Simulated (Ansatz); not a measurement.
# AgCl: response to strain

Aim: deform AgCl (equal xy, yz and zx engineering shear strains of -2 %) and compute stress, forces and field gradients with LAPW, PAW and all-electron datasets made for the crystal.

Method: DFT PBE, scalar-relativistic, in Ansatz 0.2.0.

### Step 1. The structure to begin with

The structure is orthorhombic, space group Cmcm (No. 63). The conventional cell has a = 3.742 Å, b = 11.113 Å, c = 3.924 Å, α = 90.00°, β = 90.00°, γ = 90.00°. Around Ag (site symmetry m2m) lie 5 Cl at 2.73 to 2.91 Å and 2 Ag at 3.02 Å. Around Cl (site symmetry m2m) lie 5 Ag at 2.73 to 2.91 Å.

Structure file:

```cif
data_structure
_symmetry_space_group_name_H-M 'Cmcm'
_symmetry_Int_Tables_number 63
_cell_length_a 3.7418
_cell_length_b 11.1132
_cell_length_c 3.9240
_cell_angle_alpha 90.000
_cell_angle_beta 90.000
_cell_angle_gamma 90.000
_cell_volume 163.18
loop_
_atom_site_label
_atom_site_type_symbol
_atom_site_symmetry_multiplicity
_atom_site_Wyckoff_symbol
_atom_site_fract_x
_atom_site_fract_y
_atom_site_fract_z
_atom_site_occupancy
Ag1 Ag 4 c 0.00000 0.60344 0.75000 1
Cl1 Cl 4 c 0.50000 0.63455 0.25000 1
```

The file gives the conventional cell by its symmetry; the runs use the cell typed in the input.

Atoms are numbered in the order of the input: Ag1, Ag2, Cl3, Cl4.

### Step 2. The deformed structure

Space group Cmcm before, P-1 after.

### Step 3. All-electron LAPW

input.yaml reads:

```yaml
crystal:
  lattice:
    - [1.9264756554, -5.5753043328, 0.0368568553]
    - [1.8153437506, 5.5378861388, -0.0742750494]
    - [-0.0392403735, -0.0392403735, 3.92403735]
  atoms:
    - { symbol: Ag, position: [0.3965554, 0.6034446, 0.75] }
    - { symbol: Ag, position: [0.6034446, 0.3965554, 0.25] }
    - { symbol: Cl, position: [0.86544873, 0.13455127, 0.25] }
    - { symbol: Cl, position: [0.13455127, 0.86544873, 0.75] }
kpoints:
  mp_grid: { grid: [9, 9, 8] }
  band_path:
    path:
      - [0.0, 0.0, 0.0]
      - [0.0, 0.0, 0.5]
      - [-0.5, 0.0, 0.0]
      - [0.0, 0.0, 0.0]
      - [0.5, -0.5, 0.0]
      - [0.0, -0.5, 0.5]
      - [0.0, 0.0, 0.0]
      - [0.0, -0.5, 0.0]
      - [0.5, -0.5, 0.5]
    npoints: 5
scf:
  occupations: { method: fermi_dirac, width: 0.03 }
hamiltonian:
  xc: pbe
  pseudopotentials: { kind: all_electron, lapw: { basis_error: 0.001 } }
output:
  forces: true
  stress: true
  eigenvalues: true
```

Launch:

```console
$ ansatz run input.yaml --threads 1 --pin off --max-ram 6144MiB --backend cpu --events-out ev --progress --plain --runs-dir out
```

### Step 4. PAW with frozen cores

input.yaml reads:

```yaml
crystal:
  lattice:
    - [1.9264756554, -5.5753043328, 0.0368568553]
    - [1.8153437506, 5.5378861388, -0.0742750494]
    - [-0.0392403735, -0.0392403735, 3.92403735]
  atoms:
    - { symbol: Ag, position: [0.3965554, 0.6034446, 0.75] }
    - { symbol: Ag, position: [0.6034446, 0.3965554, 0.25] }
    - { symbol: Cl, position: [0.86544873, 0.13455127, 0.25] }
    - { symbol: Cl, position: [0.13455127, 0.86544873, 0.75] }
kpoints:
  mp_grid: { grid: [9, 9, 8] }
scf:
  occupations: { method: fermi_dirac, width: 0.03 }
hamiltonian:
  xc: pbe
  pseudopotentials: { kind: paw }
output:
  forces: true
  stress: true
  eigenvalues: true
  efg: { contact_densities: true }
```

### Step 5. Datasets made for this crystal

input.yaml, as its differences from that of step 4:

```diff
@@ -16,3 +16,3 @@
   xc: pbe
-  pseudopotentials: { kind: paw }
+  pseudopotentials: { kind: all_electron, datasets: crystal }
 output:
```

(Steps that only read results are left out.)

Q: Predict the outcome of this session. Wanted: pressure; largest shear or deviatoric stress.

The runs gave:

```
                                 quantity                                           value
                                 pressure  LAPW 1.75, PAW 1.74, crystal datasets 1.75 GPa
largest shear or deviatoric stress (LAPW)                                        0.36 GPa
```

In words: The largest part of the stress beyond the pressure is 0.36 GPa in size, in the yz component; the atoms are carried along and not relaxed. No run of the undeformed cell stands beside it, so the pressure holds what the given cell had before the change. PAW: stress within 0.01 GPa of LAPW, forces within 1 meV/Å. Crystal datasets: stress within 0.01 GPa of LAPW, forces within 1 meV/Å.
